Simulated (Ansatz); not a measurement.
# Te: the cost of one run

Program: Ansatz 0.2.0. Level of theory: DFT PBE, scalar-relativistic, plane waves, PAW. These are calculated values, not measurements.

## Step 1: The structure to begin with

It takes space group R-3m (No. 166, trigonal). Conventional cell: a = 4.428 Å, b = 4.428 Å, c = 12.318 Å, α = 90.00°, β = 90.00°, γ = 120.00°. Te (site symmetry 3m) is surrounded by 3 Te at 2.96 Å.

Structure file:

```cif
data_structure
_symmetry_space_group_name_H-M 'P 1'
_symmetry_Int_Tables_number 1
_cell_length_a 4.8369
_cell_length_b 4.8369
_cell_length_c 4.8369
_cell_angle_alpha 54.487
_cell_angle_beta 54.487
_cell_angle_gamma 54.487
_cell_volume 69.73
loop_
_atom_site_label
_atom_site_type_symbol
_atom_site_fract_x
_atom_site_fract_y
_atom_site_fract_z
_atom_site_occupancy
Te1 Te 0.22754 0.22754 0.22754 1
Te2 Te 0.77246 0.77246 0.77246 1
```

This is candidate A: grey arsenic (A7) type (R-3m, No. 166).

(A quick probe on a coarse mesh, which set the mesh and smearing, is not shown.)

## Step 3: Coarse relaxation (candidate A)

Contents of input.yaml:

```yaml
crystal:
  lattice:
    - [2.2141731743, 1.2783534782, 4.1059186877]
    - [-2.2141731743, 1.2783534782, 4.1059186877]
    - [0.0, -2.5567069564, 4.1059186877]
  atoms:
    - { symbol: Te, position: [0.22754, 0.22754, 0.22754] }
    - { symbol: Te, position: [0.77246, 0.77246, 0.77246] }
basis:
  ecutwfc: 420
kpoints:
  mp_grid: { grid: [6, 6, 6] }
hamiltonian:
  xc: pbe
scf:
  occupations: { method: gaussian, width: 0.1 }
  lower_state_search: "off"
output:
  forces: true
  stress: true
  eigenvalues: true
relax:
  adjacent_minimum: "off"
  f_tol: 0.04
  max_steps: 70
  cell: { stress_tol: 0.4 }
```

Q: Estimate wall time and peak memory on 1 thread of an Arm CPU, shared host.

About 20 s, with a peak of 0.36 GiB.
